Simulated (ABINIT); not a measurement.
# TePb (Fm-3m) in ABINIT: a series of runs

The runs below take TePb through equation of state, band structure, with revPBE+D3, HCTH407, revPBE.

Everything below comes from runs of ABINIT 10.8.3 (patched build). Logs are shortened: lines on timing, memory, paths and dates and some standing lists are left out, and cuts for length are marked. The log counts tension as positive stress, the text compression.

**The experiment to reproduce.**

A printed reference work, monograph reports, for a bulk crystal of TePb at 4.2 K: band gap 0.19 eV (direct).

The runs below are set against these values where they give the same quantity.

### Step 1. The crystal as given

Symmetry: Fm-3m, No. 225, cubic system. Conventional cell: a = 6.462 Å, b = 6.462 Å, c = 6.462 Å, α = 90.00°, β = 90.00°, γ = 90.00°. Pb (site symmetry m-3m) is surrounded by 6 Te at 3.23 Å. Around Te (site symmetry m-3m) lie 6 Pb at 3.23 Å.

### Step 2. Equation of state, revPBE+D3

File run.abi:

```
ndtset 7
getwfk -1
scalecart1 3*0.9795861087
scalecart2 3*0.9864848297
scalecart3 3*0.9932883884
scalecart4 3*1.0000000000
scalecart5 3*1.0066227096
scalecart6 3*1.0131594038
scalecart7 3*1.0196128224

pp_dirpath "./"
pseudos "Pb.GGA_PBE-JTH.xml, Te.GGA_PBE-JTH.xml"

acell 4.56932402 4.56932402 4.56932402 Angstrom
rprim
     0.0000000000     0.7071067812     0.7071067812
     0.7071067812     0.0000000000     0.7071067812
     0.7071067812     0.7071067812     0.0000000000
ntypat 2
znucl 82 52
natom 2
typat 1 2
xred
     0.0000000000     0.0000000000     0.0000000000
     0.5000000000     0.5000000000     0.5000000000

ecut 22.0
pawecutdg 44.0

kptopt 1
ngkpt 7 7 7
nshiftk 1
shiftk 0.0 0.0 0.0

ixc 14
vdw_xc 6

nband 14
occopt 3
tsmear 0.00183747

nstep 100
tolvrs 1.0e-9

iomode 3
prtwf 1
prtden 0
prteig 0
prtebands 0
```

Potentials or basis: JTH PAW PBE v2.0.

Started as:

```console
$ abinit run.abi > log 2>&1
```

run.abo:

```text
.Version 10.8.3 of ABINIT
 DATASET    1 : space group Fm -3 m (#225); Bravais cF (face-center cubic)
================================================================================
 Values of the parameters that define the memory need for DATASET  1.
     intxc =       0    ionmov =       0      iscf =      17    lmnmax =      18
     lnmax =       6     mgfft =      36  mpssoang =       3    mqgrid =    3001
     natom =       2  nloc_mem =       2    nspden =       1   nspinor =       1
    nsppol =       1      nsym =      48    n1xccc =       1    ntypat =       2
    occopt =       3   xclevel =       2
       mpw =        2129          nfft =       46656          nkpt =          20
 PAW method is used; the additional fine FFT grid is defined by:
   mgfftf=        54    nfftf =    157464
================================================================================
================================================================================
[... 71 lines left out ...]
 DATASET    7 : space group Fm -3 m (#225); Bravais cF (face-center cubic)
================================================================================
 Values of the parameters that define the memory need for DATASET  7.
     intxc =       0    ionmov =       0      iscf =      17    lmnmax =      18
     lnmax =       6     mgfft =      40  mpssoang =       3    mqgrid =    3001
     natom =       2  nloc_mem =       2    nspden =       1   nspinor =       1
    nsppol =       1      nsym =      48    n1xccc =       1    ntypat =       2
    occopt =       3   xclevel =       2
       mpw =        2393          nfft =       64000          nkpt =          20
 PAW method is used; the additional fine FFT grid is defined by:
   mgfftf=        54    nfftf =    157464
================================================================================
================================================================================

--------------------------------------------------------------------------------
------------- Echo of variables that govern the present computation ------------
--------------------------------------------------------------------------------
 -outvars: echo values of preprocessed input variables --------
            acell      8.6347709783E+00  8.6347709783E+00  8.6347709783E+00 Bohr
              amu      2.07200000E+02  1.27600000E+02
             ecut      2.20000000E+01 Hartree
           getwfk          -1
              ixc          14
           jdtset        1    2    3    4    5    6    7
         kptrlatt        7    0    0      0    7    0      0    0    7
          kptrlen1     5.92095119E+01
          kptrlen2     5.96264940E+01
          kptrlen3     6.00377242E+01
          kptrlen4     6.04433968E+01
          kptrlen5     6.08436959E+01
          kptrlen6     6.12387959E+01
          kptrlen7     6.16288625E+01
            natom           2
            nband          14
           ndtset           7
            ngfft1         36      36      36
            ngfft2         36      36      36
            ngfft3         40      40      40
            ngfft4         40      40      40
            ngfft5         40      40      40
            ngfft6         40      40      40
            ngfft7         40      40      40
          ngfftdg          54      54      54
             nkpt          20
            nstep         100
             nsym          48
           ntypat           2
           occopt           3
        pawecutdg      4.40000000E+01 Hartree
         pawxcdev           0
           prtden           0
        prtebands           0
           prteig           0
            rprim1     0.0000000000E+00  6.9267198023E-01  6.9267198023E-01
                       6.9267198023E-01  0.0000000000E+00  6.9267198023E-01
                       6.9267198023E-01  6.9267198023E-01  0.0000000000E+00
            rprim2     0.0000000000E+00  6.9755011263E-01  6.9755011263E-01
                       6.9755011263E-01  0.0000000000E+00  6.9755011263E-01
                       6.9755011263E-01  6.9755011263E-01  0.0000000000E+00
            rprim3     0.0000000000E+00  7.0236095512E-01  7.0236095512E-01
                       7.0236095512E-01  0.0000000000E+00  7.0236095512E-01
                       7.0236095512E-01  7.0236095512E-01  0.0000000000E+00
            rprim4     0.0000000000E+00  7.0710678120E-01  7.0710678120E-01
                       7.0710678120E-01  0.0000000000E+00  7.0710678120E-01
                       7.0710678120E-01  7.0710678120E-01  0.0000000000E+00
            rprim5     0.0000000000E+00  7.1178974407E-01  7.1178974407E-01
                       7.1178974407E-01  0.0000000000E+00  7.1178974407E-01
                       7.1178974407E-01  7.1178974407E-01  0.0000000000E+00
            rprim6     0.0000000000E+00  7.1641188486E-01  7.1641188486E-01
                       7.1641188486E-01  0.0000000000E+00  7.1641188486E-01
[... 28 lines left out ...]
            xcart3     0.0000000000E+00  0.0000000000E+00  0.0000000000E+00
                       6.0647259916E+00  6.0647259916E+00  6.0647259916E+00
            xcart4     0.0000000000E+00  0.0000000000E+00  0.0000000000E+00
                       6.1057051129E+00  6.1057051129E+00  6.1057051129E+00
            xcart5     0.0000000000E+00  0.0000000000E+00  0.0000000000E+00
                       6.1461414248E+00  6.1461414248E+00  6.1461414248E+00
            xcart6     0.0000000000E+00  0.0000000000E+00  0.0000000000E+00
                       6.1860525520E+00  6.1860525520E+00  6.1860525520E+00
            xcart7     0.0000000000E+00  0.0000000000E+00  0.0000000000E+00
                       6.2254552229E+00  6.2254552229E+00  6.2254552229E+00
             xred      0.0000000000E+00  0.0000000000E+00  0.0000000000E+00
                       5.0000000000E-01  5.0000000000E-01  5.0000000000E-01
            znucl       82.00000   52.00000

================================================================================

 chkinp: Checking input parameters for consistency, jdtset=   1.

 chkinp: Checking input parameters for consistency, jdtset=   2.
[... 40 lines left out ...]
 getcut: wavevector=  0.0000  0.0000  0.0000  ngfft=  54  54  54
         ecut(hartree)=     44.000   => boxcut(ratio)=   2.13874

--- Pseudopotential description ------------------------------------------------
- pspini: atom type   1  psp file is ./Pb.GGA_PBE-JTH.xml
 Pseudopotential format is: paw10
 basis_size (lnmax)=  6 (lmn_size= 18), orbitals=   0   0   1   1   2   2
 Spheres core radius: rc_sph= 2.40264019
 Shapefunction is BESSEL type: shapef(r,l)=aa(1,l)*jl(q(1,l)*r)+aa(2,l)*jl(q(2,l)*r)
 Radius for shape functions =  2.00872932
 Compensation charge density is not taken into account in XC energy/potential

- pspini: atom type   2  psp file is ./Te.GGA_PBE-JTH.xml
 Pseudopotential format is: paw10
 basis_size (lnmax)=  4 (lmn_size=  8), orbitals=   0   0   1   1
 Spheres core radius: rc_sph= 2.31107438
 Shapefunction is SIN type: shapef(r)=[sin(pi*r/rshp)/(pi*r/rshp)]**2
 Radius for shape functions =  2.10488624
 Compensation charge density is not taken into account in XC energy/potential

   2.67418901E+03                                ecore*ucvol(ha*bohr**3)
--------------------------------------------------------------------------------

[... 362 lines left out ...]
 getcut: wavevector=  0.0000  0.0000  0.0000  ngfft=  40  40  40
         ecut(hartree)=     22.000   => boxcut(ratio)=   2.20880

 getcut : COMMENT -
  Note that boxcut > 2.2 ; recall that boxcut=Gcut(box)/Gcut(sphere) = 2
  is sufficient for exact treatment of convolution.
  Such a large boxcut is a waste : you could raise ecut
  e.g. ecut=   26.833503 Hartrees makes boxcut=2

 Fine grid specifications (used for densities):

 getcut: wavevector=  0.0000  0.0000  0.0000  ngfft=  54  54  54
         ecut(hartree)=     44.000   => boxcut(ratio)=   2.10924
--------------------------------------------------------------------------------
[... 886 lines left out ...]
-Cartesian components of stress tensor (GPa)         [Pressure= -6.1592E-01 GPa]
- sigma(1 1)=  6.15916158E-01  sigma(3 2)=  0.00000000E+00
- sigma(2 2)=  6.15916158E-01  sigma(3 1)=  0.00000000E+00
- sigma(3 3)=  6.15916158E-01  sigma(2 1)=  0.00000000E+00

== END DATASET(S) ==============================================================
================================================================================

 -outvars: echo values of variables after computation  --------
            acell      8.6347709783E+00  8.6347709783E+00  8.6347709783E+00 Bohr
           etotal1    -6.9501182228E+01
           etotal2    -6.9502445554E+01
           etotal3    -6.9503348638E+01
           etotal4    -6.9503929170E+01
           etotal5    -6.9504222553E+01
           etotal6    -6.9504269303E+01
           etotal7    -6.9504134388E+01
            fcart1    -0.0000000000E+00 -0.0000000000E+00 -0.0000000000E+00
                      -0.0000000000E+00 -0.0000000000E+00 -0.0000000000E+00
            fcart2    -0.0000000000E+00 -0.0000000000E+00 -0.0000000000E+00
                      -0.0000000000E+00 -0.0000000000E+00 -0.0000000000E+00
            fcart3    -0.0000000000E+00 -0.0000000000E+00 -0.0000000000E+00
                      -0.0000000000E+00 -0.0000000000E+00 -0.0000000000E+00
            fcart4    -0.0000000000E+00 -0.0000000000E+00 -0.0000000000E+00
                      -0.0000000000E+00 -0.0000000000E+00 -0.0000000000E+00
            fcart5    -0.0000000000E+00 -0.0000000000E+00 -0.0000000000E+00
                      -0.0000000000E+00 -0.0000000000E+00 -0.0000000000E+00
[... 38 lines left out ...]
                       0.0000000000E+00  0.0000000000E+00  0.0000000000E+00
           xangst1     0.0000000000E+00  0.0000000000E+00  0.0000000000E+00
                       3.1650427173E+00  3.1650427173E+00  3.1650427173E+00
           xangst2     0.0000000000E+00  0.0000000000E+00  0.0000000000E+00
                       3.1873324848E+00  3.1873324848E+00  3.1873324848E+00
           xangst3     0.0000000000E+00  0.0000000000E+00  0.0000000000E+00
                       3.2093147830E+00  3.2093147830E+00  3.2093147830E+00
           xangst4     0.0000000000E+00  0.0000000000E+00  0.0000000000E+00
                       3.2310000000E+00  3.2310000000E+00  3.2310000000E+00
           xangst5     0.0000000000E+00  0.0000000000E+00  0.0000000000E+00
                       3.2523979748E+00  3.2523979748E+00  3.2523979748E+00
           xangst6     0.0000000000E+00  0.0000000000E+00  0.0000000000E+00
                       3.2735180337E+00  3.2735180337E+00  3.2735180337E+00
           xangst7     0.0000000000E+00  0.0000000000E+00  0.0000000000E+00
                       3.2943690292E+00  3.2943690292E+00  3.2943690292E+00
             xred      0.0000000000E+00  0.0000000000E+00  0.0000000000E+00
                       5.0000000000E-01  5.0000000000E-01  5.0000000000E-01
 Calculation completed.
```

It took 2.1 min on 1 thread of Arm Neoverse V2, shared host; peak memory 0.18 GiB.

What came out:

* Equilibrium volume: 34.92 Å³/atom
* Bulk modulus: 36 GPa
* Pressure derivative of the bulk modulus: 7.0 (rough: it moves with the points fitted)

Energy against volume, from the lowest point:
```csv
volume (Å³/atom),energy (meV/atom)
31.706,42.00
32.380,24.81
33.055,12.53
33.730,4.63
34.404,0.64
35.079,0.00
35.753,1.84
```

Caveat: pressures at fixed basis lie under the slope of the energies; this odd mesh misses L, where the gap lies, so gap, dielectric constants and Born charges aren't listed; the PAW data sets were made with another functional, which shifts forces and pressure a little. Zero-point motion and thermal expansion aren't in these numbers.

### Step 3. Band structure, HCTH407, spin-orbit coupling, no magnetisation

File run.abi:

```
# Datasets: ground state, then fixed potential
ndtset 2

# Pseudopotentials
pp_dirpath "./"
pseudos "Pb.GGA_PBE-JTH.xml, Te.GGA_PBE-JTH.xml"

# Structure
acell 3*1.0 Angstrom
rprim
     0.0000000000     3.2310000000     3.2310000000
     3.2310000000     0.0000000000     3.2310000000
     3.2310000000     3.2310000000     0.0000000000
ntypat 2
znucl 82 52
natom 2
typat 1 2
xred
     0.0000000000     0.0000000000     0.0000000000
     0.5000000000     0.5000000000     0.5000000000

# Plane-wave basis
ecut 22.0
pawecutdg 44.0

# Exchange and correlation
ixc 27

# Bands and occupations
occopt 3
tsmear 0.00183747

# Spin
nspinor 2
nspden 1
pawspnorb 1

# SCF cycle
nstep 100

# Output
iomode 3
prtwf 0
prteig 0
prtebands 0
prtden1 1
prtvha1 1
prtvclmb1 1
prtpot1 1

# Dataset 1
kptopt1 4
ngkpt1 7 7 7
nshiftk1 1
shiftk1 0.0 0.0 0.0
nband1 28
tolvrs1 1.0e-9

# Dataset 2: bands along G-X-W-K-G-L-U-W-L-K
iscf2 -2
getden2 1
nband2 40
nbdbuf2 8
tolwfr2 1.0e-11
kptopt2 -9
ndivsm2 5
prteig2 1
prtvol2 -3
kptbounds2
     0.0000000000     0.0000000000     0.0000000000
     0.5000000000     0.0000000000     0.5000000000
     0.5000000000     0.2500000000     0.7500000000
     0.3750000000     0.3750000000     0.7500000000
     0.0000000000     0.0000000000     0.0000000000
     0.5000000000     0.5000000000     0.5000000000
     0.6250000000     0.2500000000     0.6250000000
     0.5000000000     0.2500000000     0.7500000000
     0.5000000000     0.5000000000     0.5000000000
     0.3750000000     0.3750000000     0.7500000000
```

Potentials or basis: JTH PAW PBE v2.0.

Started as:

```console
$ abinit run.abi > log 2>&1
```

It took 10 min on 1 thread of Arm Neoverse V2, shared host; peak memory 0.35 GiB.

Results (log left out):

```yaml
Free_energy: -1909.4890 eV
Pressure: 4.3 GPa
Band_gap_along_the_path: 0.05 eV, direct
Valence_electrons_inside_the_program's_atomic_spheres: Pb 11.41; Te 3.22
```

Levels at the corners of the path, in eV from the Fermi level:
```tsv
point	band 16	band 17	band 18	band 19	band 20	band 21	band 22	band 23	band 24	band 25
Γ	-2.28	-1.18	-1.18	-1.18	-1.18	2.52	2.52	4.72	4.72	4.72
X	-4.52	-3.28	-3.28	-2.57	-2.57	3.71	3.71	4.36	4.36	6.05
W	-3.88	-3.84	-3.84	-0.57	-0.57	1.46	1.46	5.26	5.26	5.29
K	-4.16	-2.67	-2.67	-1.98	-1.98	2.93	2.93	4.07	4.07	5.38
Γ	-2.28	-1.18	-1.18	-1.18	-1.18	2.52	2.52	4.72	4.72	4.72
L	-1.44	-0.82	-0.82	-0.06	-0.06	-0.01	-0.01	1.36	1.36	1.76
U	-4.16	-2.67	-2.67	-1.98	-1.98	2.93	2.93	4.07	4.07	5.38
W	-3.88	-3.84	-3.84	-0.57	-0.57	1.46	1.46	5.26	5.26	5.29
L	-1.44	-0.82	-0.82	-0.06	-0.06	-0.01	-0.01	1.36	1.36	1.76
K	-4.16	-2.67	-2.67	-1.98	-1.98	2.93	2.93	4.07	4.07	5.38
```

Caveat: this odd mesh misses L, where the gap lies, so gap, dielectric constants and Born charges aren't listed; the PAW data sets were made with another functional, which shifts forces and pressure a little.

### Step 4. Band structure, revPBE

run.abi, as its differences from that of step 3:

```diff
@@ -5,3 +5,3 @@
 pp_dirpath "./"
-pseudos "Pb.GGA_PBE-JTH.xml, Te.GGA_PBE-JTH.xml"
+pseudos "Pb.GGA_PBE-JTH_sp.xml, Te.GGA_PBE-JTH.xml"
 
@@ -22,7 +22,7 @@
 # Plane-wave basis
-ecut 22.0
-pawecutdg 44.0
+ecut 408.170794 eV
+pawecutdg 30.0
 
 # Exchange and correlation
-ixc 27
+ixc 14
 
@@ -31,7 +31,2 @@
 tsmear 0.00183747
-
-# Spin
-nspinor 2
-nspden 1
-pawspnorb 1
 
@@ -45,9 +40,7 @@
 prtebands 0
+enunit 1
 prtden1 1
-prtvha1 1
-prtvclmb1 1
-prtpot1 1
 
 # Dataset 1
-kptopt1 4
+kptopt1 1
 ngkpt1 7 7 7
@@ -55,3 +48,3 @@
 shiftk1 0.0 0.0 0.0
-nband1 28
+nband1 9
 tolvrs1 1.0e-9
@@ -61,4 +54,4 @@
 getden2 1
-nband2 40
-nbdbuf2 8
+nband2 15
+nbdbuf2 4
 tolwfr2 1.0e-11
```

Potentials or basis: JTH PAW PBE v2.0 sp.

Started as:

```console
$ abinit run.abi > log 2>&1
```

Wall time 32 s (1 thread of Arm Neoverse V2, shared host); peak memory 0.12 GiB.

The run converged. Its results:

| Property | Result |
| --- | --- |
| Free energy | -325.9913 eV |
| Pressure | 3.2 GPa |
| Band gap along the path | 0.79 eV, direct |
| Valence electrons inside the program's atomic spheres | Pb 2.55; Te 3.12 |

Levels at the corners of the path, in eV from the Fermi level:
| point | band 2 | band 3 | band 4 | band 5 | band 6 | band 7 | band 8 | band 9 |
| --- | --- | --- | --- | --- | --- | --- | --- | --- |
| Γ | -6.02 | -1.75 | -1.75 | -1.75 | 3.76 | 3.76 | 3.76 | 5.28 |
| X | -7.75 | -4.92 | -3.22 | -3.22 | 2.88 | 5.13 | 5.13 | 6.33 |
| W | -8.43 | -4.21 | -4.21 | -0.80 | 1.27 | 4.87 | 4.87 | 6.39 |
| K | -8.41 | -4.55 | -2.73 | -2.52 | 3.20 | 3.37 | 4.73 | 5.59 |
| Γ | -6.02 | -1.75 | -1.75 | -1.75 | 3.76 | 3.76 | 3.76 | 5.28 |
| L | -9.02 | -1.34 | -1.34 | -0.43 | 0.35 | 0.84 | 0.84 | 7.68 |
| U | -8.41 | -4.55 | -2.73 | -2.52 | 3.20 | 3.37 | 4.73 | 5.59 |
| W | -8.43 | -4.21 | -4.21 | -0.80 | 1.27 | 4.87 | 4.87 | 6.39 |
| L | -9.02 | -1.34 | -1.34 | -0.43 | 0.35 | 0.84 | 0.84 | 7.68 |
| K | -8.41 | -4.55 | -2.73 | -2.52 | 3.20 | 3.37 | 4.73 | 5.59 |

Caveat: this odd mesh misses L, where the gap lies, so gap, dielectric constants and Born charges aren't listed; the PAW data sets were made with another functional, which shifts forces and pressure a little; spin-orbit coupling is left out, which moves the levels of the heavy elements; this set keeps more shells in the core, which shifts pressures and gaps.

### Step 5. Summary

```csv
task,level,potentials or basis,spin,cutoff (eV),fine-grid cutoff,pressure (GPa)
equation of state,revPBE+D3,JTH PAW PBE v2.0,off,599,1197.3 eV,-
band structure,HCTH407,JTH PAW PBE v2.0,"SOC, no magnetisation",599,1197.3 eV,4.3
band structure,revPBE,JTH PAW PBE v2.0 sp,off,408,816.342 eV,3.2
```

Alike in all rows: cell as given; k mesh 7 × 7 × 7; smearing fermi-dirac 0.05 eV.

Caveats: the PAW data sets were made with another functional, which shifts forces and pressure a little; pressures at fixed basis lie under the slope of the energies (some runs); spin-orbit coupling is left out, which moves the levels of the heavy elements (some runs); this set keeps more shells in the core, which shifts pressures and gaps (some runs).

Total energies depend on the potentials used, so only differences within one code and one set of settings carry meaning.

### Step 6. How close it comes

Step 3. Measured gap of TePb: 0.19 eV (direct; 4.2 K; a printed reference work, monograph). This calculation gives 0.05 eV (-0.14 eV). The value is that of HCTH407, without temperature or zero-point motion.

Step 4. Measured gap of TePb: 0.19 eV (direct; 4.2 K; a printed reference work, monograph). This calculation gives 0.79 eV (+0.60 eV). Spin-orbit coupling on Pb, Te is left out. The value is that of revPBE, without temperature or zero-point motion.
